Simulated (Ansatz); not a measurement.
Runs of Ansatz 0.2.0 on Te2Mo. The structure is hexagonal, space group P6_3/mmc (No. 194). The conventional cell has a = 3.518 Å, b = 3.518 Å, c = 13.974 Å, α = 90.00°, β = 90.00°, γ = 120.00°. Te (site symmetry 3m) has 3 Mo at 2.72 Å as nearest neighbours. Around Mo (site symmetry -6m2) lie 6 Te at 2.72 Å. 

| task | level | U | cell | hubbard projectors | double counting | gap on the mesh (eV) | pressure (GPa) | relaxed volume (Å³/atom) | largest force (eV/Å) |
| --- | --- | --- | --- | --- | --- | --- | --- | --- | --- |
| density of states | LDA+U | Mo d U = 3 eV | as given | ortho-atomic (the default) | fll (the default) | 0.85 | -3.4 | - | 0.34 |
| relaxation of cell and atoms | revPBE | - | relaxed | - | - | (a) | 0.0 | 38.98 | - |
| relaxation of cell and atoms | revPBE+D4 | - | relaxed | - | - | 0.70 | 0.0 | 23.76 | - |
| density of states | LDA+U | Mo d U = 4 eV | as given | ortho-atomic (the default) | fll (the default) | 0.87 | -3.5 | - | 0.36 |
| density of states | LDA | - | as given | - | - | 0.82 | -3.0 | - | 0.29 |
| density of states | LDA+U | Mo d U = 2 eV | as given | ortho-atomic (the default) | fll (the default) | 0.83 | -3.3 | - | 0.33 |
| relaxation of cell and atoms | revPBE+D3(BJ) | - | relaxed | - | - | (b) | 0.0 | 23.17 | - |
| density of states | LDA+U | Mo d U = 5 eV | as given | ortho-atomic (the default) | fll (the default) | (c) | -3.6 | - | 0.38 |

Alike in all rows: potentials or basis Ansatz PAW; no spin polarisation; k mesh 7 × 7 × 2; cutoff (eV) 420; smearing fermi-dirac 0.05 eV.

Q: Fill in the values left out.

A: (a) 1.34; (b) 0.64; (c) 0.86.

Caveats: odd divisions of the mesh miss points on the zone boundary, where band edges often lie, so the gap on the mesh can be too wide; spin-orbit coupling is left out, which moves the levels of the heavy elements; the PAW data sets come from PBE, with cores solved anew for the run's functional, which leaves a small shift of forces and pressure; the density of states is complete only up to the lowest level of the last band computed (some runs); the U is typed as a test and isn't derived for this compound (some runs); the plane-wave basis is chosen anew once the cell has moved, so the energies of steps on either side of that aren't comparable (some runs); the volume moved by over 15 % at a fixed basis, so the end points are rough (some runs).

A k mesh can miss the band edges, and the runs leave out spin-orbit coupling on Mo, Te.
